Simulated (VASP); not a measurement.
# BN (P6_3/mmc) in VASP: further runs

The runs below take BN through relaxation of shape and atoms at fixed volume, with PBE+D3(BJ).

All numbers are computed with VASP 6.6.1; they aren't measurements. Logs are shortened: lines on timing, memory, paths and dates and some standing lists are left out, and cuts for length are marked.

**1. The undisturbed crystal**

Symmetry: P6_3/mmc, No. 194, hexagonal system. Conventional cell: a = 2.498 Å, b = 2.498 Å, c = 6.636 Å, α = 90.00°, β = 90.00°, γ = 120.00°. B (site symmetry -6m2) has 3 N at 1.44 Å as nearest neighbours. N (site symmetry -6m2) has 3 B at 1.44 Å as nearest neighbours.

**2. Relaxation of shape and atoms at fixed volume, PBE+D3(BJ) (a relaxed cell with its volume scaled by 1.03)**

INCAR reads:

```
PREC     = Accurate       # precision mode
ENCUT    = 520            # plane-wave cutoff, eV
EDIFF    = 1E-7           # SCF threshold, eV
ISMEAR   = 0              # smearing method
SIGMA    = 0.02           # smearing width, eV
LREAL    = F              # projectors in reciprocal space
LASPH    = T              # aspherical terms in the spheres
NELM     = 100            # most SCF steps
ALGO     = Normal         # electronic algorithm
ISIF     = 4              # what is computed and relaxed
LWAVE    = F              # write WAVECAR
LCHARG   = F              # write CHGCAR
GGA      = PE             # functional
IVDW     = 12             # dispersion correction
IBRION   = 2              # ionic algorithm
NSW      = 80             # ionic steps
EDIFFG   = -0.002         # ionic threshold
```

KPOINTS reads:

```
Automatic mesh
0
Gamma
  6 6 2
```

POSCAR reads:

```
BN                                      
1.0
    2.5315731455      0.0000000000      0.0000000000
   -1.2657865728      2.1924066507      0.0000000000
    0.0000000000      0.0000000000      6.6617072993
  B               N             
     2     2
Direct
     0.3333333300000021    0.6666666699999979    0.2500000000000000
     0.6666666699999979    0.3333333300000021    0.7500000000000000
     0.3333333300000021    0.6666666699999979    0.7500000000000000
     0.6666666699999979    0.3333333300000021    0.2500000000000000
```

Potentials or basis: VASP PAW PBE potentials, release 64 (B, N).

Run with:

```bash
cat potpaw_PBE.64/B/POTCAR potpaw_PBE.64/N/POTCAR > POTCAR
mpirun -np 1 vasp_std > vasp.out
```

OUTCAR:

```text
PREC = Accurate
   ENCUT = 520
   EDIFF = 1E-7
   ISMEAR = 0
   LREAL = F
   LASPH = T
   NELM = 100
   ISIF = 4
   GGA = PE
   IVDW = 12
   IBRION = 2
   NSW = 80
   EDIFFG = -0.002
 IVDW          = 12

 ion  position               nearest neighbor table
   1  0.333  0.667  0.250-   4 1.46   4 1.46   4 1.46
   2  0.667  0.333  0.750-   3 1.46   3 1.46   3 1.46
   3  0.333  0.667  0.750-   2 1.46   2 1.46   2 1.46
   4  0.667  0.333  0.250-   1 1.46   1 1.46   1 1.46

  LATTYP: Found a hexagonal cell.
 ALAT       =     2.5315731455
 C/A-ratio  =     2.6314496625

  Lattice vectors:

 A1 = (   2.5315731455,   0.0000000000,   0.0000000000)
 A2 = (  -1.2657865728,   2.1924066507,   0.0000000000)
 A3 = (   0.0000000000,   0.0000000000,   6.6617072993)

Analysis of symmetry for initial positions (statically):
=====================================================================
 Subroutine PRICEL returns:
 Original cell was already a primitive cell.

 Routine SETGRP: Setting up the symmetry group for a
 hexagonal supercell.

 Subroutine GETGRP returns: Found 24 space group operations
 (whereof 12 operations were pure point group operations)
 out of a pool of 24 trial point group operations.

The static configuration has the point symmetry D_3d.
 The point group associated with its full space group is D_6h.

Analysis of symmetry for dynamics (positions and initial velocities):
=====================================================================
 Subroutine PRICEL returns:
 Original cell was already a primitive cell.

 Routine SETGRP: Setting up the symmetry group for a
 hexagonal supercell.

 Subroutine GETGRP returns: Found 24 space group operations
 (whereof 12 operations were pure point group operations)
 out of a pool of 24 trial point group operations.

The dynamic configuration has the point symmetry D_3d.
 The point group associated with its full space group is D_6h.

 Subroutine INISYM returns: Found 24 space group operations
 (whereof 12 operations are pure point group operations),
 and found     1 'primitive' translations

----------------------------------------------------------------------------------------

                                     Primitive cell

  volume of cell :      36.9741

  direct lattice vectors                    reciprocal lattice vectors
     2.531573145  0.000000000  0.000000000     0.395011300  0.228059881  0.000000000
    -1.265786573  2.192406651  0.000000000     0.000000000  0.456119762  0.000000000
     0.000000000  0.000000000  6.661707299     0.000000000  0.000000000  0.150111669

  length of vectors
     2.531573145  2.531573141  6.661707299     0.456119761  0.456119762  0.150111669

  position of ions in fractional coordinates (direct lattice)
     0.333333330  0.666666670  0.250000000
     0.666666670  0.333333330  0.750000000
     0.333333330  0.666666670  0.750000000
     0.666666670  0.333333330  0.250000000

  ion indices of the primitive-cell ions
   primitive index   ion index
                 1           1
                 2           2
                 3           3
                 4           4

----------------------------------------------------------------------------------------

 KPOINTS: Automatic mesh

Automatic generation of k-mesh.
 Grid dimensions read from file:
 generate k-points for:    6    6    2

 Generating k-lattice:

  Cartesian coordinates                     Fractional coordinates (reciprocal lattice)
     0.065835217  0.038009980  0.000000000     0.166666667  0.000000000  0.000000000
     0.000000000  0.076019960  0.000000000     0.000000000  0.166666667  0.000000000
[... 66 lines left out ...]
     AMIX     =   0.40;   BMIX     =  1.00
     AMIX_MAG =   1.60;   BMIX_MAG =  1.00
  volume/ion in A,a.u.               =       9.24        62.38
  Fermi-wavevector in a.u.,A,eV,Ry     =   1.238271  2.339993 20.862025  1.533316
  Thomas-Fermi vector in A             =   2.372804
   LORBIT       =      0    0 simple, 1 ext, 2 COOP (PROOUT), +10 PAW based schemes
   GGA     = PE    functional components
   LHFCALC =     F    Hartree Fock is set to
   AEXX    =    0.0000 exact exchange contribution
   IVDW    =    12    specifies the selected vdW correction
   LEPSILON=     F    determine dielectric tensor
   LRPA    =     F    only Hartree local field effects (RPA)
 conjugate gradient relaxation of ions
 non-spin polarized calculation
 Gauss-broadening in eV      SIGMA  =   0.02
  energy-cutoff  :      520.00
  volume of cell :       36.97
 maximum number of plane-waves:      1009
 NGX is ok and might be reduce to    20
   NGX =  9   NGY =  9   NGZ = 25

--------------------------------------- Ionic step        1  -------------------------------------------

 number of electron      15.9999999 magnetization

 Free energy of the ion-electron system (eV)
  ---------------------------------------------------
  ext. energy  EPLUGINS =         0.00000000
  ---------------------------------------------------
  free energy    TOTEN  =       -35.14371067 eV

  energy without entropy =      -35.14371067  energy(sigma->0) =      -35.14371067

------------------------ aborting loop because EDIFF is reached ----------------------------------------

 Edisp (eV)   -0.55013

 E8    (eV) :    -0.1611

  FORCE on cell =-STRESS in cart. coord.  units (eV):
  Direction    XX          YY          ZZ          XY          YZ          ZX
  --------------------------------------------------------------------------------------
  -------------------------------------------------------------------------------------
  Total      -2.32735    -2.32735    -0.05700     0.00000     0.00000    -0.00000
  in kB    -100.84967  -100.84967    -2.46978     0.00000     0.00000    -0.00000
  external pressure =      -68.06 kB  Pullay stress =        0.00 kB

 VOLUME and BASIS-vectors are now :
 -----------------------------------------------------------------------------
  energy-cutoff  :      520.00
  volume of cell :       36.97
      direct lattice vectors                 reciprocal lattice vectors
     2.531573145  0.000000000  0.000000000     0.395011300  0.228059881  0.000000000
    -1.265786573  2.192406651  0.000000000     0.000000000  0.456119762  0.000000000
     0.000000000  0.000000000  6.661707299     0.000000000  0.000000000  0.150111669

 POSITION                                       TOTAL-FORCE (eV/Angst)
 -----------------------------------------------------------------------------------
     -0.00000      1.46160      1.66543        -0.000000     -0.000000      0.000000
      1.26579      0.73080      4.99628        -0.000000      0.000000      0.000000
     -0.00000      1.46160      4.99628         0.000000     -0.000000      0.000000
      1.26579      0.73080      1.66543        -0.000000      0.000000      0.000000
 -----------------------------------------------------------------------------------
    total drift:                               -0.000002      0.000001      0.000000

  FREE ENERGIE OF THE ION-ELECTRON SYSTEM (eV)
  ---------------------------------------------------
  free  energy   TOTEN  =       -35.6938410226 eV

  energy  without entropy=      -35.6938410226  energy(sigma->0) =      -35.69384102

--------------------------------------- Ionic step        2  -------------------------------------------

 number of electron      16.0000001 magnetization

 Free energy of the ion-electron system (eV)
  ---------------------------------------------------
  ext. energy  EPLUGINS =         0.00000000
  ---------------------------------------------------
  free energy    TOTEN  =       -35.16667629 eV

  energy without entropy =      -35.16667629  energy(sigma->0) =      -35.16667629

 E-fermi :   2.1935     XC(G=0):  -9.9166

 val. band max:        2.0805748539   @ k =   0.3333   0.3333   0.5000
 cond. band min:       6.3788783340   @ k =   0.5000   0.0000   0.0000
 fundamental gap:      4.2983034802
 Fermi energy:         2.1934808804

 k-point     1 :       0.0000    0.0000    0.0000
  band No.  band energies     occupation
      1     -15.6641      2.00000
      2     -15.4141      2.00000
      3      -4.0153      2.00000
      4      -2.0976      2.00000
      5       0.7440      2.00000
      6       0.7440      2.00000
      7       0.7741      2.00000
      8       0.7741      2.00000
      9       7.2147      0.00000
     10      12.1291      0.00000
     11      13.5913      0.00000
     12      13.5913      0.00000
[... 181 lines left out ...]
 k-point    14 :       0.3333    0.3333    0.5000
  band No.  band energies     occupation
      1     -11.8901      2.00000
      2     -11.8901      2.00000
      3      -5.7809      2.00000
      4      -5.7809      2.00000
      5      -5.0635      2.00000
      6      -5.0635      2.00000
      7       2.0806      2.00000
      8       2.0806      2.00000
      9       6.7152      0.00000
     10       6.7152      0.00000
     11      14.0880      0.00000
     12      14.0880      0.00000

------------------------ aborting loop because EDIFF is reached ----------------------------------------

 Edisp (eV)   -0.54794

 E8    (eV) :    -0.1600

  FORCE on cell =-STRESS in cart. coord.  units (eV):
  Direction    XX          YY          ZZ          XY          YZ          ZX
  --------------------------------------------------------------------------------------
  -------------------------------------------------------------------------------------
  Total      -0.17486    -0.17486    -0.17723     0.00000     0.00000    -0.00000
  in kB      -7.57720    -7.57720    -7.67964     0.00000     0.00000    -0.00000
  external pressure =       -7.61 kB  Pullay stress =        0.00 kB

 VOLUME and BASIS-vectors are now :
 -----------------------------------------------------------------------------
  energy-cutoff  :      520.00
  volume of cell :       36.97
      direct lattice vectors                 reciprocal lattice vectors
     2.508674429  0.000000000 -0.000000000     0.398616890  0.230141569 -0.000000000
    -1.254337215  2.172575781  0.000000000    -0.000000000  0.460283139 -0.000000000
     0.000000000  0.000000000  6.783875997     0.000000000 -0.000000000  0.147408355

 POSITION                                       TOTAL-FORCE (eV/Angst)
 -----------------------------------------------------------------------------------
     -0.00000      1.44838      1.69597         0.000000     -0.000000      0.000000
      1.25434      0.72419      5.08791        -0.000000      0.000000      0.000000
     -0.00000      1.44838      5.08791         0.000000      0.000000      0.000000
      1.25434      0.72419      1.69597        -0.000000     -0.000000      0.000000
 -----------------------------------------------------------------------------------
    total drift:                               -0.000002      0.000001      0.000000

  FREE ENERGIE OF THE ION-ELECTRON SYSTEM (eV)
  ---------------------------------------------------
  free  energy   TOTEN  =       -35.7146193556 eV

  energy  without entropy=      -35.7146193556  energy(sigma->0) =      -35.71461936

 reached required accuracy - stopping structural energy minimisation
```

Wall time 13 s (1 thread of AMD EPYC 7R13 (Zen 3), shared host); peak memory 0.12 GiB.

What came out:

```yaml
Free_energy: -35.7146 eV
Energy_gained_by_relaxing: 5.2 meV/atom
Ionic_steps: 2
Pressure_after_relaxing: -0.8 GPa
Band_gap_on_the_k_mesh: 4.30 eV, indirect (least direct gap 4.63 eV)
Dispersion_energy_per_atom: -0.137 eV
```

The path:
```csv
step,energy change (eV),largest force (eV/Å),pressure (GPa),volume (Å³)
1,0.0000,0.0000,-6.81,36.97
2,-0.0208,0.0000,-0.76,36.97
```

Final structure:
```
B N
1.0
     2.50867    0.00000    0.00000
    -1.25434    2.17258    0.00000
     0.00000    0.00000    6.78388
B N
2 2
Direct
  0.33333 0.66667 0.25000
  0.66667 0.33333 0.75000
  0.33333 0.66667 0.75000
  0.66667 0.33333 0.25000
```

Caveat: the k mesh is coarse (spacing up to 0.48 Å⁻¹), so the values aren't converged. A k mesh can miss the band edges.

(Part 1 of 2 ends here.)
